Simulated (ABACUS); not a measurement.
## CaO under changes of volume

One of the cells (13.886 Å³/atom); the others are scaled copies at fixed shape and fractional positions:

```
Ca O
1.0
     0.00000    2.40356    2.40356
     2.40356    0.00000    2.40356
     2.40356    2.40356    0.00000
Ca O
1 1
Direct
  0.00000 0.00000 0.00000
  0.50000 0.50000 0.50000
```

The cell is a database's computed one.

- Program: ABACUS 3.10.1
- Functional: PBE
- Potentials or basis: PseudoDojo NC SR 0.4.1 PBE standard
- Cutoff: 1361 eV
- Density cutoff: 5442 eV
- Basis: DZP LCAO (the cutoffs set its grid)
- k mesh: 10 × 10 × 10
- Occupations: fermi-dirac, width 0.05 eV
- Spin: no spin polarisation

```csv
volume (Å³/atom),energy over the lowest point (meV/atom),pressure (GPa),gap on the mesh (eV)
13.052,32.98,10.2,3.54
13.330,17.89,7.2,3.55
13.608,?,?,?
13.886,1.88,2.2,3.57
14.163,0.00,0.0,3.57
14.441,1.68,-1.9,3.57
14.719,6.60,-3.7,3.58
```

Task: What does the run at 13.608 Å³/atom give?

Result: Energy over the lowest point 7.67 meV/atom; pressure 4.6 GPa; gap on the mesh 3.56 eV.

Worked out: A Birch-Murnaghan fit of order 3 (a polynomial in V^(-2/3)) to the other rows has its minimum at 14.17 Å³/atom with B0 = V·E''(V) = 105 GPa and B' = 4.2. It gives 7.69 meV/atom at 13.608 Å³/atom, against the run's 7.67, and -dE/dV = 4.6 GPa, against 4.6. A parabola through the other rows of the gap, of slope 0.375 eV per unit of ln V there, gives 3.56 eV, against the run's 3.56.

Energies are extrapolated to zero smearing.

Caveats: the atomic orbitals were generated for these runs and aren't a published set; the basis of atomic orbitals isn't converged, which shifts pressures, moduli and gaps.

A mesh can miss the band edges.
